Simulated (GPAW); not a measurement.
Runs of GPAW 26.7.0 on TaN. Symmetry: Fm-3m, No. 225, cubic system. The conventional cell has a = 4.423 Å, b = 4.423 Å, c = 4.423 Å, α = 90.00°, β = 90.00°, γ = 90.00°. Ta (site symmetry m-3m) has 6 N at 2.21 Å as nearest neighbours. N (site symmetry m-3m) has 6 Ta at 2.21 Å as nearest neighbours. The cell comes from a database or a generator and needn't be the stable form of this composition.

```tsv
task	level	potentials or basis	cell	k mesh	cutoff (eV)	smearing	optimizer	fmax	max steps	convergence	band path	grid spacing	gap on the mesh (eV)	pressure (GPa)	V0 of scaled cells (Å³/atom)	B0 (GPa)
equation of state	PBE+D3(BJ)	GPAW PAW data sets (gpaw-data 1.2.1), pw	as given	8 × 8 × 8	800	fermi-dirac 0.05 eV	-	-	-	-	-	-	-	-	10.56	348
equation of state	LDA	the program's PAW data sets (release 1.2.1) made for this functional, pw	as given	8 × 8 × 8	800	fermi-dirac 0.05 eV	-	-	-	-	-	-	-	-	10.24	(b)
relaxation of cell and atoms	RPBE+D3(BJ)	the program's PAW data sets (release 1.2.1) made for this functional, pw	relaxed	10 × 10 × 10	800	fermi-dirac 0.05 eV	BFGS	0.01 eV/Å	40	density=1e-05 forces=0.0001	-	-	none	0.0	-	-
single point	PBE	GPAW PAW data sets (gpaw-data 1.2.1), pw	as given	10 × 10 × 10	800	gaussian 0.021 eV	-	-	-	-	-	-	none	(a)	-	-
```

Alike in all rows: no spin polarisation.

**Question.** Estimate the missing entries.

**Answer.** (a) -1.6; (b) 373.

Caveats: later steps reuse the first step's grids (some runs); pairwise dispersion overbinds metals, which lowers pressure and volume (some runs).

A k mesh can miss the band edges, and the runs leave out spin-orbit coupling on Ta.

A gap of «none» marks a metal or a gap under the smearing width.

Not every run made on this cell is shown here.
